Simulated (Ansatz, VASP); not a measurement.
One calculation of Si, two programs

```
CELL_PARAMETERS angstrom
3.86854 0.00000 0.00000
-1.93427 3.35025 0.00000
0.00000 0.00000 19.94830
ATOMIC_POSITIONS crystal
Si 0.16667 0.33333 0.40351
Si 0.50000 0.00000 0.43665
Si 0.50000 0.00000 0.56335
Si 0.83333 0.66667 0.59649
```

Alike in both runs: functional PBE; k mesh 9 × 9 × 1; occupations fermi-dirac, width 0.02 eV; no spin polarisation.

Ansatz relaxed the structure, and its values are those at the end. VASP's run is a single point on that final structure, the one shown.

```csv
,VASP,Ansatz
version,VASP 6.6.1,Ansatz 0.2.0
potentials or method,"VASP PAW PBE potentials, release 64 (Si)","PAW with Ansatz's default frozen-core files, scalar-relativistic"
plane-wave cutoff (eV),520,420
valence electrons in the cell,16,16
```

|  | VASP | Ansatz | Ansatz less VASP |
| --- | --- | --- | --- |
| rms of the force components (eV/Å) | 0.005 | 0.002 | -0.0036 |

Ansatz warned: «stress_scf_threshold_loose».
